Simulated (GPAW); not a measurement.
Runs of GPAW 26.7.0 on ZnS. The structure is cubic, space group F-43m (No. 216). Conventional cell: a = 5.404 Å, b = 5.404 Å, c = 5.404 Å, α = 90.00°, β = 90.00°, γ = 90.00°. Around Zn (site symmetry -43m) lie 4 S at 2.34 Å. S (site symmetry -43m) has 4 Zn at 2.34 Å as nearest neighbours. 

```csv
task,level,potentials or basis,k mesh,cutoff (eV),maxiter,band path,band points,mesh quality,gap on the mesh (eV),V0 of scaled cells (Å³/atom),B0 (GPa)
equation of state,PBEsol+D4,"PAW data sets generated in the run's folder for this functional, pw",7 × 7 × 7,600,150,-,-,not flagged,-,18.88,83
equation of state,revPBE+D3,"the program's PAW data sets (release 1.2.1) made for this functional, pw",7 × 7 × 7,600,150,-,-,not flagged,-,(a),83
single point,YS-PBE0,"GPAW PAW data sets (gpaw-data 1.2.1), pw",4 × 4 × 4,450,60,-,-,coarse,(b),-,-
equation of state,RPBE+D4,"the program's PAW data sets (release 1.2.1) made for this functional, pw",7 × 7 × 7,600,150,-,-,not flagged,-,19.37,75
band structure,vdW-DF,"GPAW PAW data sets (gpaw-data 1.2.1), pw",7 × 7 × 7,600,150,"GXWKGLUWLK,UX",60,not flagged,2.31,-,-
```

Alike in all rows: no spin polarisation; cell as given; smearing fermi-dirac 0.05 eV.

Q: Estimate the missing entries.

A: (a) 19.28; (b) 3.34.

Caveats: some runs use coarse meshes; the PAW data sets were made with another functional, which shifts forces and pressure a little (some runs); exact exchange converges slowly with the k mesh, and this mesh is small (some runs).

Runs at the PBE level aren't shown here.
